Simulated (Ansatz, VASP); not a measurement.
# TaSeS: VASP beside Ansatz, part 2 of 2

Wanted: the spread between two codes on one cell, functional and k mesh.  Other levels of theory on this material are compared in a session of their own.

VASP 6.6.1 and Ansatz 0.2.0.

So far: Starting point; Ansatz: single point, PBEsol, spin-orbit coupling.

### Step 3. VASP: single point, PBEsol, spin-orbit coupling

Level of this step: PBEsol, spin-orbit coupling; plane waves and PAW (S, Ta, Se) (VASP).

The same cell, functional, mesh and smearing now go to VASP, with its own data sets and cutoff.

Lines of VASP's logs that name or quote its potential files are left out, and so is its time.

Contents of INCAR:

```
SYSTEM = TaSeS
PREC = Normal
ENCUT = 350
EDIFF = 1E-06
NELM = 120
ISMEAR = 0
SIGMA = 0.05
LREAL = .FALSE.
ALGO = Normal
GGA = PS
LNONCOLLINEAR = .TRUE.
MAGMOM = 0 0 0 0 0 0 0 0 0 0 0 0 0 0 0 0 0 0
NBANDS = 46
GGA_COMPAT = .FALSE.
LASPH = .TRUE.
LSORBIT = .TRUE.
LMAXMIX = 4
LORBIT = 11
LWAVE = .FALSE.
LCHARG = .FALSE.
KPAR = 4
IDIPOL = 3
LDIPOL = .TRUE.
DIPOL = 0.5 0.5 0.501
LVHAR = .TRUE.
LVACPOTAV = .TRUE.
```

Contents of POSCAR:

```
TaSeS
1.0
    3.4333277680      0.0000000000      0.0000000000
   -1.7166638840      2.9733490670      0.0000000000
    0.0000000000      0.0000000000     24.6100817206
S Ta Se
2 2 2
Direct
    0.3333333330      0.6666666670      0.6952468470
    0.3333333330      0.6666666670      0.4351928550
    0.0000000000      0.0000000000      0.6341606840
    0.0000000000      0.0000000000      0.3741066920
    0.6666666670      0.3333333330      0.5648071450
    0.6666666670      0.3333333330      0.3047531530
```

Contents of KPOINTS:

```
Automatic mesh
0
Gamma
9 9 1
0 0 0
```

Potentials, in the order of the species: S, Ta and Se (PBE family, release 64).

Run with:

```
$ mpirun -np 4 vasp_ncl
```

Numbers of over 12 decimals in the logs are rounded to 6 here.

The log of the run:

```text
[banner, memory and clock lines left out]
running    4 mpi-ranks, on    1 nodes
 distrk:  each k-point on    1 cores,    4 groups
 distr:  one band on    1 cores,    1 groups

 POSCAR found type information on POSCAR S TaSe
 POSCAR found :  3 types and       6 ions
|                                                                             |
|               ----> ADVICE to this user running VASP <----                  |
|                                                                             |
|     You enforced a specific xc type in the INCAR file but a different       |
|     [... a line on the potential file left out ...]
|     I HOPE YOU KNOW WHAT YOU ARE DOING!                                     |
|                                                                             |

 LDA part: xc-table for (Slater+PW92), standard interpolation
 POSCAR, INCAR and KPOINTS ok, starting setup
 FFT: planning ... GRIDC
 FFT: planning ... GRID_SOFT
 FFT: planning ... GRID
 WAVECAR not read
 entering main loop
       N       E                     dE             d eps       ncg     rms          rms(c)
DAV:   1     0.187109791164E+03    0.18711E+03   -0.10275E+04  1756   0.852E+02
DAV:   2    -0.248073924488E+02   -0.21192E+03   -0.20534E+03  2470   0.195E+02
DAV:   3    -0.494466720416E+02   -0.24639E+02   -0.24186E+02  2130   0.734E+01
DAV:   4    -0.502845007227E+02   -0.83783E+00   -0.83040E+00  2308   0.150E+01
DAV:   5    -0.503160640134E+02   -0.31563E-01   -0.31531E-01  2528   0.274E+00    0.244E+01
DAV:   6    -0.478521520003E+02    0.24639E+01   -0.92720E+00  2118   0.124E+01    0.125E+01
DAV:   7    -0.480038338313E+02   -0.15168E+00   -0.49584E+00  2208   0.971E+00    0.422E+00
DAV:   8    -0.537040411760E+02   -0.57002E+01   -0.61120E+01  2704   0.213E+01    0.920E+00
DAV:   9    -0.474434031798E+02    0.62606E+01   -0.25806E+01  2792   0.151E+01    0.168E+00
DAV:  10    -0.474618468110E+02   -0.18444E-01   -0.12779E+00  2274   0.460E+00    0.109E+00
DAV:  11    -0.474603084360E+02    0.15384E-02   -0.10178E-01  2448   0.150E+00    0.495E-01
DAV:  12    -0.474559871103E+02    0.43213E-02   -0.12920E-02  2570   0.575E-01    0.364E-01
DAV:  13    -0.474543259354E+02    0.16612E-02   -0.73064E-03  2392   0.422E-01    0.137E-01
DAV:  14    -0.474540805920E+02    0.24534E-03   -0.30434E-03  2218   0.239E-01    0.906E-02
[...]
DAV:  24    -0.474542351237E+02   -0.20751E-04   -0.76917E-06  2256   0.115E-02    0.430E-03
DAV:  25    -0.474542429327E+02   -0.78089E-05   -0.81816E-07  1432   0.480E-03    0.567E-03
DAV:  26    -0.474542494928E+02   -0.65602E-05   -0.16929E-07  1248   0.237E-03    0.347E-03
DAV:  27    -0.474542722887E+02   -0.22796E-04   -0.13927E-06  1584   0.467E-03    0.172E-03
DAV:  28    -0.474542751963E+02   -0.29076E-05   -0.18186E-07  1264   0.231E-03    0.126E-03
DAV:  29    -0.474542791363E+02   -0.39400E-05   -0.18092E-07  1392   0.157E-03    0.146E-03
DAV:  30    -0.474542817537E+02   -0.26174E-05   -0.15333E-07  1312   0.192E-03    0.691E-04
DAV:  31    -0.474542824649E+02   -0.71118E-06   -0.62605E-08  1216   0.112E-03
|                                                                             |
|           W    W    AA    RRRRR   N    N  II  N    N   GGGG   !!!           |
|           W    W   A  A   R    R  NN   N  II  NN   N  G    G  !!!           |
|           W    W  A    A  R    R  N N  N  II  N N  N  G       !!!           |
|           W WW W  AAAAAA  RRRRR   N  N N  II  N  N N  G  GGG   !            |
|           WW  WW  A    A  R   R   N   NN  II  N   NN  G    G                |
|           W    W  A    A  R    R  N    N  II  N    N   GGGG   !!!           |
|                                                                             |
|     Did not find any points to average over, which means that no vacuum     |
|     field-free region was found. Please increase the size of  your cell     |
|     in the dimension of the dipole correction to obtain accurate            |
|     workfunction values.                                                    |
|                                                                             |

   1 F= -.47454282E+02 E0= -.47452083E+02  d E =-.439837E-02  mag=    -0.0000    -0.0000    -0.0000
```

OUTCAR, selected parts (step 3):

```text
ion  position               nearest neighbor table
   1  0.333  0.667  0.695-   3 2.49   3 2.49   3 2.49
   2  0.333  0.667  0.435-   4 2.49   4 2.49   4 2.49
   3  0.000  0.000  0.634-   1 2.49   1 2.49   1 2.49   5 2.62   5 2.62   5 2.62
   4  0.000  0.000  0.374-   2 2.49   2 2.49   2 2.49   6 2.62   6 2.62   6 2.62
   5  0.667  0.333  0.565-   3 2.62   3 2.62   3 2.62
   6  0.667  0.333  0.305-   4 2.62   4 2.62   4 2.62

  LATTYP: Found a hexagonal cell.
 ALAT       =     3.4333277680
 C/A-ratio  =     7.1679965863

 Subroutine GETGRP returns: Found  6 space group operations
 (whereof  6 operations were pure point group operations)

The static configuration has the point symmetry C_3v.

 Found     19 irreducible k-points:

   k-points           NKPTS =     19   k-points in BZ     NKDIM =     19   number of bands    NBANDS=     46

   dimension x,y,z NGX =    16 NGY =   16 NGZ =  120
   dimension x,y,z NGXF=    32 NGYF=   32 NGZF=  240

   ENCUT  =  350.0 eV  25.72 Ry    5.07 a.u.   5.24  5.24 37.54*2*pi/ulx,y,z

   NELECT =      34.0000    total number of electrons

 k-points in reciprocal lattice and weights: Automatic mesh
   0.00000000  0.00000000  0.00000000       0.012
   0.11111111  0.00000000  0.00000000       0.037
  -0.11111111  0.00000000  0.00000000       0.037
   0.22222222  0.00000000  0.00000000       0.037
  -0.22222222 -0.00000000  0.00000000       0.037
   0.33333333  0.00000000  0.00000000       0.037
  -0.33333333 -0.00000000  0.00000000       0.037
   0.44444444  0.00000000  0.00000000       0.037
  -0.44444444 -0.00000000  0.00000000       0.037
[...]
-0.33333333 -0.22222222  0.00000000       0.074
   0.33333333  0.33333333  0.00000000       0.025

 dipolmoment           0.000000      0.000000      0.020810 electrons x Angstroem

 average (electrostatic) potential at core
       1 -91.8400       2 -91.9042       3 -42.2987       4 -42.2852       5 -58.3228
       6 -58.2932

 E-fermi :  -0.0876

 k-point     1 :       0.0000    0.0000    0.0000
  band No.  band energies     occupation
    ...
     28      -0.3673      1.00000
     29      -0.1839      0.99678
     30      -0.1839      0.99678
     31      -0.1328      0.89967
     32      -0.1328      0.89967
     33      -0.0556      0.18285
     34      -0.0556      0.18285
     35       0.0579      0.00002
     36       0.0579      0.00002
     37       0.1562      0.00000
    ...

 k-point     2 :       0.1111    0.0000    0.0000
  band No.  band energies     occupation
    ...
     28      -1.4840      1.00000
     29      -0.9969      1.00000
     30      -0.9486      1.00000
     31      -0.9418      1.00000
     32      -0.8922      1.00000
     33       0.0002      0.00652
     34       0.0127      0.00230
     35       0.1205      0.00000
     36       0.1380      0.00000
     37       0.6844      0.00000
    ...

 k-point     3 :      -0.1111    0.0000    0.0000
  band No.  band energies     occupation
    ...
     28      -1.4840      1.00000
     29      -0.9969      1.00000
     30      -0.9486      1.00000
     31      -0.9418      1.00000
     32      -0.8922      1.00000
     33       0.0002      0.00652
     34       0.0127      0.00230
     35       0.1205      0.00000
     36       0.1380      0.00000
     37       0.6844      0.00000
    ...

  Total       -3.9263714     -3.9263714     -3.5212636      0.0000000      0.0000000     -0.0000000
  in kB      -25.0396201    -25.0396201    -22.4561296      0.0000000      0.0000000     -0.0000000
  external PRESSURE =     -24.1784566 kB  Pullay stress =       0.0000000 kB

  energy-cutoff  :      350.00
  volume of cell :      251.23
      direct lattice vectors                 reciprocal lattice vectors
     3.433327768  0.000000000  0.000000000     0.291262608  0.168160545  0.000000000
    -1.716663884  2.973349067  0.000000000     0.000000000  0.336321090  0.000000000
     0.000000000  0.000000000 24.610081721     0.000000000  0.000000000  0.040633754

 POSITION                                       TOTAL-FORCE (eV/Angst)
 -----------------------------------------------------------------------------------
     -0.00000      1.98223     17.11008         0.000000     -0.000000     -0.533225
     -0.00000      1.98223     10.71013        -0.000000     -0.000000     -0.473629
      0.00000      0.00000     15.60675         0.000000     -0.000000      0.044292
      0.00000      0.00000      9.20680         0.000000     -0.000000      0.055746
      1.71666      0.99112     13.89995        -0.000000     -0.000000      0.431397
      1.71666      0.99112      7.50000         0.000000      0.000000      0.475419
 -----------------------------------------------------------------------------------
    total drift:                                0.000007     -0.000004     -0.000047

  FREE ENERGIE OF THE ION-ELECTRON SYSTEM (eV)
  ---------------------------------------------------
  free  energy   TOTEN  =       -47.4542824649 eV

  energy  without entropy=      -47.4498840965  energy(sigma->0) =      -47.45208328

 vacuum level on the upper side and lower side of the slab         5.096         4.727

 Spin-Orbit-Coupling matrix elements
 Ion:    1  E_soc:     -0.0033247
 Ion:    2  E_soc:     -0.0032684
 Ion:    3  E_soc:     -0.2472883
 Ion:    4  E_soc:     -0.2470702
 Ion:    5  E_soc:     -0.0470839
 Ion:    6  E_soc:     -0.0466413

 total charge
# of ion       s       p       d       tot
------------------------------------------
    1        1.346   2.345   0.000   3.691
    2        1.345   2.343   0.000   3.688
    3        0.550   0.766   3.201   4.517
    4        0.548   0.764   3.207   4.519
    5        1.477   2.332   0.052   3.861
    6        1.475   2.343   0.051   3.868
--------------------------------------------------
tot          6.741  10.893   6.512  24.146

 magnetization (x)
# of ion       s       p       d       tot
------------------------------------------
    1       -0.000   0.000   0.000  -0.000
    2        0.000   0.000   0.000   0.000
    3       -0.000   0.000   0.000   0.000
    4        0.000  -0.000   0.000  -0.000
    5        0.000   0.000   0.000   0.000
    6        0.000   0.000   0.000   0.000
--------------------------------------------------
tot         -0.000  -0.000   0.000   0.000

 magnetization (y)
# of ion       s       p       d       tot
------------------------------------------
    1        0.000   0.000   0.000   0.000
    2        0.000   0.000   0.000   0.000
    3        0.000   0.000   0.000   0.000
    4        0.000   0.000   0.000   0.000
    5       -0.000   0.000  -0.000   0.000
    6       -0.000   0.000  -0.000  -0.000
--------------------------------------------------
tot         -0.000   0.000  -0.000   0.000

 magnetization (z)
# of ion       s       p       d       tot
------------------------------------------
    1       -0.000  -0.000   0.000  -0.000
    2        0.000   0.000   0.000   0.000
    3        0.000   0.000  -0.000  -0.000
    4        0.000  -0.000  -0.000  -0.000
    5        0.000   0.000   0.000   0.000
    6        0.000  -0.000   0.000  -0.000
--------------------------------------------------
tot          0.000  -0.000  -0.000  -0.000

[... 3 further parts left out ...]
```

### Step 4. Differences

Known differences besides the potentials themselves: spin-orbit coupling enters by fully relativistic files in Ansatz and inside the spheres in VASP; the data sets hold 70 valence electrons in Ansatz (fully relativistic PAW (standard-fr) files) and 34 in VASP; the cutoff is 420 eV in Ansatz and 350 eV in VASP (PREC = Normal); Ansatz makes its cores anew for this functional, VASP keeps those of its PBE data sets. Total energies have different zeros and are not compared.

Both answers:

```tsv
quantity	Ansatz	VASP	difference
work function, lower of the two faces (eV)	4.81	4.81	-0.01
work function, higher of the two faces (eV)	5.19	5.18	0.00
```

Forces (eV/Å; atoms numbered as in POSCAR):

```tsv
atom	Ansatz x, y, z	VASP x, y, z
S1	0.000, 0.000, -0.521	0.000, 0.000, -0.533
S2	0.000, 0.000, -0.462	0.000, 0.000, -0.474
Ta3	0.000, 0.000, 0.042	0.000, 0.000, 0.044
Ta4	0.000, 0.000, 0.054	0.000, 0.000, 0.056
Se5	0.000, 0.000, 0.422	0.000, 0.000, 0.431
Se6	0.000, 0.000, 0.465	0.000, 0.000, 0.475
```

The forces differ by 5.2 meV/Å r.m.s., which is 2.3 % of the r.m.s. force of 0.23 eV/Å (both taken over all components). VASP's log warns that it found no field-free region in the vacuum, so its work functions are uncertain.

### Step 5. Results

```json
{
 "r.m.s. force difference (single point, PBEsol, spin-orbit coupling)": "2.3 % of the r.m.s. force"
}
```

In words: The r.m.s. force difference is 2.3 % of the r.m.s. force (single point, PBEsol, spin-orbit coupling), within the 3 % picked in this series as the mark of a large difference. 9 further runs of this series are not shown here. How closely two codes agree says nothing of how well the functional describes the real material.

[Lines on the potential files, build, host, timing and source positions are cut from VASP's logs without a mark.]

[Logs are printed without paths, hosts, clocks, repeated set-up lines and the standing remarks that a program may print on its own settings, such as how far it seeks lower states.]

[Hosts, paths, dates, database ids (printed as entryN), source tags and the programs' standing remarks are cut or masked in the printed files.]
